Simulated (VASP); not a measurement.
A calculation with VASP 6.6.1 of Tl (native input, structure from a POSCAR):

INCAR

```
SYSTEM = Tl
PREC = Accurate
ENCUT = 520
EDIFF = 1E-6
ISMEAR = 0
SIGMA = 0.1
LREAL = .False.
LASPH = .True.
NELM = 80
ALGO = Normal
ISIF = 2
LWAVE = .False.
LCHARG = .False.
```

Contents of KPOINTS:

```
regular mesh
0
Gamma
  10 10 10
  0 0 0
```

File POSCAR:

```
Tl
1.0
   -1.9559951735      1.9559951735      1.9559951735
    1.9559951735     -1.9559951735      1.9559951735
    1.9559951735      1.9559951735     -1.9559951735
Tl
1
Direct
    0.0000000000      0.0000000000      0.0000000000
```

Potentials or basis: VASP PAW LDA potentials, release 64 (Tl_d).

Run with:

```sh
$ cat potpaw_LDA.64/Tl_d/POTCAR > POTCAR
$ mpirun -np 1 vasp_std > vasp.out
```

This isn't the form of Tl at room conditions, which is hcp.

Q: Write the same calculation in another form: ASE script, structure typed inline.

A: As run:

Contents of run.py:

```python
from ase import Atoms
from ase.calculators.vasp import Vasp
from ase.dft.bandgap import bandgap

atoms = Atoms(
    ['Tl'],
    cell=[[-1.9559951735, 1.9559951735, 1.9559951735], [1.9559951735, -1.9559951735, 1.9559951735], [1.9559951735, 1.9559951735, -1.9559951735]],
    scaled_positions=[[0.0, 0.0, 0.0]],
    pbc=True,
)
calc = Vasp(
    directory='calc',
    xc='lda',
    pp='LDA',
    setups='materialsproject',
    prec='Accurate',
    encut=520,
    ediff=1e-06,
    ismear=0,
    sigma=0.1,
    lreal=False,
    lasph=True,
    nelm=80,
    algo='Normal',
    isif=2,
    lwave=False,
    lcharg=False,
    kpts=[10, 10, 10],
    gamma=True,
    nbands=12,
)
atoms.calc = calc

print('energy (eV):', atoms.get_potential_energy())
print('free energy (eV):', atoms.get_potential_energy(force_consistent=True))
print('forces (eV/A):')
print(atoms.get_forces())
print('stress (eV/A^3, Voigt):', atoms.get_stress())
print('Fermi level (eV):', calc.get_fermi_level())
gap, top, bottom = bandgap(calc)
print('band gap (eV):', gap, 'from (spin, k, band)', top, 'to', bottom)
```

Potentials or basis: VASP PAW LDA potentials, release 64 (Tl_d).

Command:

```bash
$ python run.py
```

Both were run:

|  | native input, structure from a POSCAR | ASE script, structure typed inline |
| --- | --- | --- |
| Pressure | -3.1 GPa | -3.1 GPa |
| Band gap on the k mesh | none (metal or under the smearing width) | none (metal or under the smearing width) |

Keys that steer only the numerical path or the files written may differ.
